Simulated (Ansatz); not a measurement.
Input of an Ansatz 0.2.0 run:

input.yaml

```yaml
crystal:
  lattice:
    - [3.55919028, 0.0, 0.0]
    - [0.0, 3.55919028, 0.0]
    - [0.0, 0.0, 3.55919028]
  atoms:
    - { symbol: Pt, position: [0.0, 0.0, 0.0], spin: 1.0 }
    - { symbol: Te, position: [0.5, 0.5, 0.5] }
kpoints:
  mp_grid: { grid: [5, 5, 5] }
scf:
  occupations: { method: gaussian, width: 0.05 }
hamiltonian:
  xc: pbe
  pseudopotentials: { kind: all_electron, lapw: { basis_error: 0.001 } }
  hubbard:
    sites: [{ species: Pt, l: d, u_eff: 8 }]
    double_counting: fll
    projectors: ortho-atomic
magnetization:
  spin_polarized: true
  initial_magnetization: 1.0
  spin_locking: { lock_magnetization: hard }
output:
  forces: true
  stress: true
  eigenvalues: true
```

Potentials or basis: all-electron LAPW, scalar-relativistic.

Launch:

```bash
$ ansatz run input.yaml --threads 1 --pin off --max-ram 3072MiB --backend cpu --events-out ev --progress --plain --runs-dir out
```

Q: What does it give for the pressure?

A: -4.7 GPa.

Caveat: the total moment is fixed, so each spin has its own Fermi level; the U is typed as a test and isn't derived for this compound. The run has no spin-orbit coupling, so splittings on Pt, Te are missing.
